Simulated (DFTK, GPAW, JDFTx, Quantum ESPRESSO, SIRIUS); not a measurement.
**One calculation of SiC, 5 ways**

```
Si C
1.0
     3.09500    0.00000    0.00000
    -1.54750    2.68035    0.00000
     0.00000    0.00000   15.17000
Si C
6 6
Direct
  0.66667 0.33333 0.45830
  0.33333 0.66667 0.95830
  0.66667 0.33333 0.79170
  0.33333 0.66667 0.29170
  0.00000 0.00000 0.62500
  0.00000 0.00000 0.12500
  0.66667 0.33333 0.33330
  0.33333 0.66667 0.83330
  0.66667 0.33333 0.66670
  0.33333 0.66667 0.16670
  0.00000 0.00000 0.50000
  0.00000 0.00000 0.00000
```

Alike in all runs: task single point; functional PBE; k mesh 10 × 10 × 2; occupations fermi-dirac, width 0.05 eV; no spin polarisation; no spin-orbit coupling. Pressure is positive in compression and, in plane waves, holds the error of the finite cutoff.

```tsv
program and potentials	plane-wave cutoff (eV)	notes	pressure (GPa)	largest force (eV/Å)
SIRIUS, PseudoDojo 0.4.1 PBE standard (scalar relativistic)	1127	-	0.22	0.140
DFTK, PseudoDojo SR PBE 0.4.1 standard (PBE)	1116	-	?	?
JDFTx, PseudoDojo-SR-PBE-0.5-standard	1116	-	0.20	0.140
Quantum ESPRESSO, SSSP 1.3 efficiency PBE	748	-	0.41	0.142
GPAW, GPAW PAW data sets (gpaw-data 1.2.1)	800	-	1.41	0.141
```

Estimate from the other rows what the run with DFTK, PseudoDojo SR PBE 0.4.1 standard (PBE) gave.

Pressure 0.21 GPa; largest force 0.140 eV/Å. The other rows, which needn't bracket it: pressure 0.20 to 1.41; largest force 0.140 to 0.142.
